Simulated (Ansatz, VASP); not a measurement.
# Re: VASP beside Ansatz

```
Re
1.0
     2.35356   -1.38190   -0.43408
     2.35356    1.38190   -0.43408
    -2.31414    0.00000    5.04210
Re
2
Direct
  0.00002 0.00002 0.25000
  0.99998 0.99998 0.75000
```

Alike in both runs: functional PBE; k mesh 6 × 6 × 6; occupations gaussian, width 0.1 eV; no spin polarisation.

Ansatz relaxed the structure, and its values are those at the end. VASP's run is a single point on that final structure, the one shown.

|  | VASP | Ansatz |
| --- | --- | --- |
| version | VASP 6.6.1 | Ansatz 0.2.0 |
| potentials or method | VASP PAW PBE potentials, release 64 (Re) | scalar-relativistic, plane waves, PAW |
| plane-wave cutoff (eV) | 520 | 420 |
| valence electrons in the cell | 14 | 30 |

VASP gave:

```
gap on the k mesh at the Fermi level (eV) : none
pressure (GPa)                            : -0.6
```

Q: What did Ansatz give for the same quantities?

A: gap on the k mesh at the Fermi level (eV): none; pressure (GPa): 0.0.

A gap of «none» marks a metal or a gap that the smearing closes. With one functional, cell and mesh, what is left measures potentials, basis and numerics. The two sets of potentials don't hold the same shells in valence.

Caveats: the k mesh is coarse (spacing up to 0.46 Å⁻¹), so the values aren't converged. Spin-orbit coupling is left out, which matters for the levels of Re.
